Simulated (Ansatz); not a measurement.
# SnO under changes of volume

One of the cells (20.093 Å³/atom); the others are scaled copies at fixed shape and fractional positions:

```
CELL_PARAMETERS angstrom
3.35500 0.00000 0.00000
0.00000 5.67410 0.00000
0.00000 0.00000 4.22197
ATOMIC_POSITIONS crystal
Sn 0.50000 0.76809 0.01314
Sn 0.00000 0.23191 0.51314
O 0.50000 0.10875 0.23686
O 0.00000 0.89125 0.73686
```

The cell comes from a database or a generator and needn't be the stable form of this composition.

- Program: Ansatz 0.2.0
- Functional: LDA
- Potentials or basis: Ansatz PAW
- Cutoff: 420 eV (not typed: the program's choice for these potentials)
- k mesh: 8 × 5 × 6
- Occupations: fermi-dirac, width 0.05 eV
- Spin: no spin polarisation

```tsv
volume (Å³/atom)	energy over the lowest point (meV/atom)	pressure (GPa)	gap on the mesh (eV)	largest force (eV/Å)
18.887	0.00	-0.8	1.39	0.137
19.289	4.14	-2.5	1.42	0.180
19.691	12.46	-4.1	1.45	0.472
20.093	24.44	-5.5	1.47	0.743
20.495	39.70	-6.7	1.49	0.993
20.897	57.87	-7.8	1.52	1.225
21.299	?	?	?	?
```

What does the run at 21.299 Å³/atom give?

Energy over the lowest point 78.66 meV/atom; pressure -8.8 GPa; gap on the mesh 1.54 eV; largest force 1.440 eV/Å.

Worked out: A Birch-Murnaghan fit of order 3 (a polynomial in V^(-2/3)) to the other rows has its minimum at 18.73 Å³/atom, just outside them, with B0 = V·E''(V) = 91 GPa and B' = 4.6 at fixed shape and positions, which overstates the stiffness. It gives 78.61 meV/atom at 21.299 Å³/atom, against the run's 78.66, and -dE/dV = -8.7 GPa, against -8.8. A straight line through the other rows of the gap, of slope 1.24 eV per unit of ln V, extrapolates to 1.54 eV, against the run's 1.54.

Energies are extrapolated to zero smearing.

Caveats: odd divisions of the mesh miss points on the zone boundary, where band edges often lie, so the gap on the mesh can be too wide; spin-orbit coupling is left out, which moves the levels of the heavy elements; the PAW data sets come from PBE, with cores solved anew for the run's functional, which leaves a small shift of forces and pressure; forces of over 1 eV/Å show positions far from the minimum, so gaps and moduli don't describe the material at rest (some runs).

A mesh can miss the band edges.
